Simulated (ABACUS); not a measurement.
## SnO2 (Cassiterite): equation of state with PBE

SnO2 (Cassiterite):

```xyz
6
Lattice="4.7380 0.0000 0.0000 0.0000 4.7380 0.0000 0.0000 0.0000 3.1865" Properties=species:S:1:pos:R:3 pbc="T T T"
Sn    2.3690    2.3690    1.5933
Sn    0.0000    0.0000    0.0000
O     3.8240    0.9140    1.5933
O     3.2830    3.2830    0.0000
O     0.9140    3.8240    1.5933
O     1.4550    1.4550    0.0000
```

| Property | Result |
| --- | --- |
| Program | ABACUS 3.10.1 |
| Task | equation of state |
| Functional | PBE |
| Potentials or basis | PseudoDojo NC SR 0.4.1 PBE standard |
| Cutoff | 1143 eV |
| Density cutoff | 4572 eV |
| Basis | plane waves |
| k mesh | 6 × 6 × 8 |
| Occupations | fermi-dirac, width 0.05 eV |
| Spin | no spin polarisation |
| Radial cutoff of the potentials (pseudo_rcut) | 10 bohr |
| SCF threshold on the density | 1e-08 |
| Max SCF steps | 100 |
| Eigensolver | dav |
| Mixing | broyden |
| Mixing share | 0.7 |
| Symmetry key | 1 |
| Bands | 32 |

```yaml
Equilibrium_volume: "12.65 Å³/atom (rough: see the caveat)"
Bulk_modulus_at_fixed_shape_and_positions: 181 GPa (rough)
```

Energy against volume, from the lowest point:
```
volume (Å³/atom)  energy (meV/atom)
          11.207             117.87
          11.445              78.95
          11.684              48.88
          11.922              26.73
          12.161              11.69
          12.399               3.00
          12.637               0.00
```

All runs of the series together: 4.5 min on 4 threads of Intel(R) Xeon(R) Platinum 8488C (Sapphire Rapids), on a shared host.

Caveat: the minimum lies outside the volumes run; the cell was scaled at fixed shape and fractional positions, which overstates the stiffness of a crystal with free parameters, most of all of layers and chains.
